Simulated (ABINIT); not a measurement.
# Quasiparticle gap of GaN (P6_3mc) in ABINIT, part 3 of 3

How does a plane-wave GW calculation on GaN (P6_3mc) run from the first input to the gap?

ABINIT 10.8.3; LDA and many-body steps on it, plane waves. Known limits of the many-body steps: not at the basis limit; no spin-orbit coupling; coarse k mesh.

So far. Step 4 (Empty states on the mesh, 3×3×2 mesh, 191 bands): On this mesh the gap is 1.916 eV. Step 5 (Screening, 3×3×2 mesh, 183 bands, screening to 179.6 eV): Local fields lower ε∞ by 7 %. On a Γ-centred mesh this coarse the value itself is usually too large, while a short band sum pulls it down.

The database entry behind the starting cell has ideal inner coordinates that were not refined, so it need not match the best structure at ambient conditions.

**6. Self-energy, 3×3×2 mesh, 183 bands, screening to 179.6 eV**

The self-energy is evaluated for the states that the input lists, and the levels follow from it, in one-shot runs by the linearised quasiparticle equation.

This step: G0W0 on LDA, plane waves, norm-conserving pseudopotentials.

run.abi

```
acell 3*1.0 Angstrom
rprim 
  3.190000000016 -0.000000000004 0.000000000000
  -1.595000000005 2.762621038088 0.000000000000
  0.000000000000 0.000000000000 5.189000000000
ntypat 2
znucl 31 7
natom 4
typat 1 1 2 2
xred 
  0.666666666667 0.333333333333 0.000000000000
  0.333333333333 0.666666666667 0.500000000000
  0.666666666667 0.333333333333 0.375000000000
  0.333333333333 0.666666666667 0.875000000000
pp_dirpath "pseudos"
pseudos "Ga.upf, N.upf"
ecut 45
ngkpt 3 3 2
nshiftk 1
shiftk 0 0 0
kptopt 1
chksymbreak 0
istwfk *1
occopt 1
irdwfk 1
optdriver 4
nband 183
gwcalctyp 0
ecutsigx 45
symsigma 1
nkptgw 6
kptgw 
  0.0000000000 0.0000000000 0.0000000000
  0.3333333333 0.0000000000 0.0000000000
  0.3333333333 0.3333333333 0.0000000000
  0.0000000000 0.0000000000 0.5000000000
  0.3333333333 0.0000000000 0.5000000000
  0.3333333333 0.3333333333 0.5000000000
bdgw 
  21 34
  21 34
  21 34
  21 34
  21 34
  21 34
ecuteps 6.6
irdscr 1
ppmodel 1
indata_prefix "in"
outdata_prefix "out"
tmpdata_prefix "tmp"
```

The run is started by

```
$ OMP_NUM_THREADS=1 mpirun -n 8 abinit run.abi > log
```

Numbers of over 12 decimals in the logs are rounded to 6 here.

What it wrote:

```text
.Version 10.8.3 of ABINIT. v10.8.2 released Aug 2026.

 Symmetries : space group P6_3 m c (#186); Bravais hP (primitive hexag.)
[... echo of the input left out ...]
== DATASET  1 ==================================================================
-   mpi_nproc: 8, omp_nthreads: 1 (-1 if OMP is not activated)

--- !DatasetInfo
iteration_state: {dtset: 1, }
dimensions: {natom: 4, nkpt: 6, mband: 183, nsppol: 1, nspinor: 1, nspden: 1, mpw: 4506, }
cutoff_energies: {ecut:  45.0, pawecutdg:  -1.0, }
electrons: {nelect:   5.20000000E+01, charge:   0.00000000E+00, occopt:   1.00000000E+00, tsmear:   1.00000000E-02, }

 SIGMA: Calculation of the GW corrections

 Based on a program developped by R.W. Godby, V. Olevano, G. Onida, and L. Reining.
 Incorporated in ABINIT by V. Olevano, G.-M. Rignanese, and M. Torrent.
.Using double precision arithmetic ; gwpc =  8

[... cell and pseudopotentials left out ...]
--------------------------------------------------------------------------------

 ==== K-mesh for the wavefunctions ====
 Number of points in the irreducible wedge :     6
[... list of points left out ...]
 Together with 12 symmetry operations and time-reversal symmetry
 yields    18 points in the full Brillouin Zone.

 ==== Q-mesh for screening function ====
 Number of points in the irreducible wedge :     6
[... list of points left out ...]
 Together with 12 symmetry operations and time-reversal symmetry
 yields    18 points in the full Brillouin Zone.

 vcoul_init : cutoff-mode = AUXILIARY_FUNCTION
 q-points for optical limit:   1
     1)      0.000010    0.000020    0.000030
 setmesh: FFT mesh size selected  =    32x   32x   60
          total number of points  =        61440

 Number of electrons calculated from density =   52.0000; Expected =   52.0000
 average of density, n =  0.168504
 r_s =    1.1231
 omega_plasma =   39.5969 [eV]

 === KS Band Gaps ===
  >>>> For spin  1
   Minimum direct gap =   1.9156 [eV], located at k-point      :   0.0000  0.0000  0.0000
   Fundamental gap    =   1.9156 [eV], Top of valence bands at :   0.0000  0.0000  0.0000
                                       Bottom of conduction at :   0.0000  0.0000  0.0000
 SIGMA fundamental parameters:
 PLASMON POLE MODEL  1
 number of plane-waves for SigmaX                 4427
 number of plane-waves for SigmaC and W            251
 number of plane-waves for wavefunctions          4427
 number of bands                                   183
 number of independent spin polarizations            1
 number of spinorial components                      1
 number of k-points in IBZ                           6
 number of q-points in IBZ                           6
 number of symmetry operations                      12
 number of k-points in BZ                           18
 number of q-points in BZ                           18
 number of frequencies for dSigma/dE                 9
 frequency step for dSigma/dE [eV]                0.25
 number of omega for Sigma on real axis              0
 max omega for Sigma on real axis  [eV]           0.00
 zcut for avoiding poles [eV]                     0.10

 EPSILON^-1 parameters (SCR file):
 dimension of the eps^-1 matrix on file            251
 dimension of the eps^-1 matrix used               251
 number of plane-waves for wavefunctions          4427
 number of bands                                   183
 number of q-points in IBZ                           6
 number of frequencies                               2
 number of real frequencies                          1
 number of imag frequencies                          1

 matrix elements of self-energy operator (all in [eV])

 Perturbative Calculation

--- !SelfEnergy_ee
iteration_state: {dtset: 1, }
kpoint     : [   0.000,    0.000,    0.000, ]
spin       : 1
KS_gap     :    1.916
QP_gap     :    2.989
Delta_QP_KS:    1.073
data: !SigmaeeData |
     Band     E0 <VxcDFT>   SigX SigC(E0)      Z dSigC/dE  Sig(E)    E-E0       E
       21  -0.634 -14.244 -19.223   4.122   0.798  -0.254 -14.928  -0.683  -1.317
       22   5.466 -17.904 -21.769   3.314   0.794  -0.260 -18.341  -0.437   5.029
       23   5.466 -17.904 -21.769   3.314   0.794  -0.260 -18.341  -0.437   5.029
       24   6.453 -18.810 -22.084   2.895   0.796  -0.256 -19.112  -0.302   6.151
       25   6.521 -18.931 -22.537   3.154   0.794  -0.259 -19.290  -0.358   6.162
       26   6.521 -18.931 -22.537   3.154   0.794  -0.259 -19.290  -0.358   6.162
       27   8.436 -14.595  -9.702  -4.020   0.820  -0.220 -13.880   0.715   9.151
       28  10.671 -14.509  -8.747  -4.605   0.830  -0.205 -13.548   0.961  11.632
       29  15.549 -15.206  -8.266  -5.579   0.804  -0.243 -14.112   1.094  16.643
       30  16.244 -13.458  -6.915  -5.108   0.839  -0.192 -12.254   1.204  17.448
[...]
--- !SelfEnergy_ee
iteration_state: {dtset: 1, }
kpoint     : [   0.333,    0.000,    0.000, ]
spin       : 1
KS_gap     :    5.527
QP_gap     :    6.796
Delta_QP_KS:    1.270
data: !SigmaeeData |
     Band     E0 <VxcDFT>   SigX SigC(E0)      Z dSigC/dE  Sig(E)    E-E0       E
[...]
--- !SelfEnergy_ee
iteration_state: {dtset: 1, }
kpoint     : [   0.333,    0.333,    0.000, ]
spin       : 1
KS_gap     :    7.714
QP_gap     :    8.917
Delta_QP_KS:    1.203
data: !SigmaeeData |
     Band     E0 <VxcDFT>   SigX SigC(E0)      Z dSigC/dE  Sig(E)    E-E0       E
[...]
--- !SelfEnergy_ee
iteration_state: {dtset: 1, }
kpoint     : [   0.000,    0.000,    0.500, ]
spin       : 1
KS_gap     :    4.718
QP_gap     :    6.026
Delta_QP_KS:    1.307
data: !SigmaeeData |
     Band     E0 <VxcDFT>   SigX SigC(E0)      Z dSigC/dE  Sig(E)    E-E0       E
[...]
--- !SelfEnergy_ee
iteration_state: {dtset: 1, }
kpoint     : [   0.333,    0.000,    0.500, ]
spin       : 1
KS_gap     :    6.403
QP_gap     :    7.691
Delta_QP_KS:    1.287
data: !SigmaeeData |
     Band     E0 <VxcDFT>   SigX SigC(E0)      Z dSigC/dE  Sig(E)    E-E0       E
[...]
--- !SelfEnergy_ee
iteration_state: {dtset: 1, }
kpoint     : [   0.333,    0.333,    0.500, ]
spin       : 1
KS_gap     :    7.824
QP_gap     :    9.227
Delta_QP_KS:    1.403
data: !SigmaeeData |
     Band     E0 <VxcDFT>   SigX SigC(E0)      Z dSigC/dE  Sig(E)    E-E0       E
[...]
30  13.689 -13.615  -7.951  -4.615   0.820  -0.219 -12.754   0.861  14.550
       31  15.388 -16.325  -9.335  -5.368   0.800  -0.251 -15.028   1.296  16.684
       32  15.388 -16.325  -9.335  -5.368   0.800  -0.251 -15.028   1.296  16.684
       33  20.357 -11.759  -5.220  -5.433   0.828  -0.208 -10.843   0.916  21.273
       34  20.357 -11.759  -5.220  -5.433   0.828  -0.208 -10.843   0.916  21.273

 New Fermi energy :        2.813810E-01 Ha ,    7.656766E+00 eV

 === QP Band Gaps ===
  >>>> For spin  1
   Minimum direct gap =   2.9891 [eV], located at k-point      :   0.0000  0.0000  0.0000
   Fundamental gap    =   2.9891 [eV], Top of valence bands at :   0.0000  0.0000  0.0000
                                       Bottom of conduction at :   0.0000  0.0000  0.0000

== END DATASET(S) ==============================================================
================================================================================

 -outvars: echo values of variables after computation  --------
           etotal      0.0000000000E+00
            nband         183
             nkpt           6
          spgroup         186
 [... the other variables as echoed above ...]

 Calculation completed.
```

Run time: 1.8 min. Hardware: 8 MPI ranks of Arm Neoverse N1, shared host; peak memory 1.8 GiB.

This step gave:

```
G0W0 gap on the mesh                         : 2.989 eV
starting gap on the mesh                     : 1.916 eV
k of the valence top                         : 0, 0, 0
k of the conduction bottom                   : 0, 0, 0
Z at the valence top                         : 0.794
Z at the conduction bottom                   : 0.82
least direct G0W0 gap on the computed points : 2.989 eV
```

The gap on the mesh goes from 1.92 eV to 2.99 eV, a correction of +1.07 eV.

Limits: finite bands, cutoff and mesh; no spin-orbit coupling; coarse k mesh. v1 is the top filled band, c1 the lowest empty one. Levels before and after the correction, in eV, zero at the valence-band top of each column:

|  | conduction bottom | valence top |
| --- | --- | --- |
| Kohn-Sham | 1.92 | 0.00 |
| G0W0 | 2.99 | 0.00 |

|  | level | energy (eV) |
| --- | --- | --- |
| Kohn-Sham | Γ v4 | -1.054 |
| Kohn-Sham | Γ v3 | -0.068 |
| Kohn-Sham | Γ v2-v1 | 0.000 |
| Kohn-Sham | Γ c1 | 1.916 |
| Kohn-Sham | Γ c2 | 4.151 |
| Kohn-Sham | Γ c3 | 9.028 |
| Kohn-Sham | Γ c4 | 9.723 |
| G0W0 | Γ v4 | -1.133 |
| G0W0 | Γ v3 | -0.011 |
| G0W0 | Γ v2-v1 | 0.000 |
| G0W0 | Γ c1 | 2.989 |
| G0W0 | Γ c2 | 5.470 |
| G0W0 | Γ c3 | 10.481 |
| G0W0 | Γ c4 | 11.286 |

**7. Where the time went**

Times are wall times on 8 MPI ranks of Arm Neoverse N1, shared host, good to a factor of about two.

| step | time | share | memory (GiB) |
| --- | --- | --- | --- |
| ground state | 34 s | 10 % | 0.64 |
| bands along the symmetry lines | 48 s | 14 % | 0.67 |
| empty states on the mesh | 98 s | 29 % | 8 |
| screening | 56 s | 16 % | 1.9 |
| self-energy | 1.8 min | 31 % | 1.8 |

**8. Results**

| Quantity | Value |
| --- | --- |
| LDA gap | 1.92 eV, direct |
| G0W0 gap on the mesh | 2.99 eV |
| GW settings | 3×3×2 mesh, 183 bands, screening to 179.6 eV, Godby-Needs plasmon pole |
| known limits | not at the basis limit; no spin-orbit coupling; coarse k mesh |

What this shows: G0W0 moves the gap on the mesh from 1.92 eV to 2.99 eV (+1.07 eV), with Z of 0.79 and 0.82 at the edges. Local fields lower the RPA ε∞ on this mesh from 10.78 to 9.99; a Γ-centred mesh this coarse tends to raise both, most where the direct gap is narrow, while a short band sum lowers them. Bands and cutoff are finite, so the gap is not at the basis limit. The miss can reach some tenths of an eV and take either sign; the mesh is an error of its own. The 3×3×2 mesh is coarse for this cell, which bears on the long-range parts of exchange and screening. The many-body steps are scalar-relativistic: spin-orbit coupling is not in them.

[Paths, hosts, dates, memory and timing lines, banners, echoed tables and standing remarks are left out of the program output.]

[Logs are printed without paths, hosts, clocks, repeated set-up lines and the standing remarks that a program may print on its own settings, such as how far it seeks lower states.]

[Runs of the session that timed out or met a known fault of the program may be left out.]

[Hosts, paths, dates, database ids (printed as entryN), source tags and the programs' standing remarks are cut or masked in the printed files.]

[G0W0 gaps are taken among the corrected bands and points alone; a level outside them can change the order at an edge.]

[Where Ansatz stands beside ABINIT at settings called matched, ABINIT's density can come from a denser mesh and the files from another edition; pairs whose starting gaps differed by over 0.03 eV were left out, so agreement reads better than it is.]
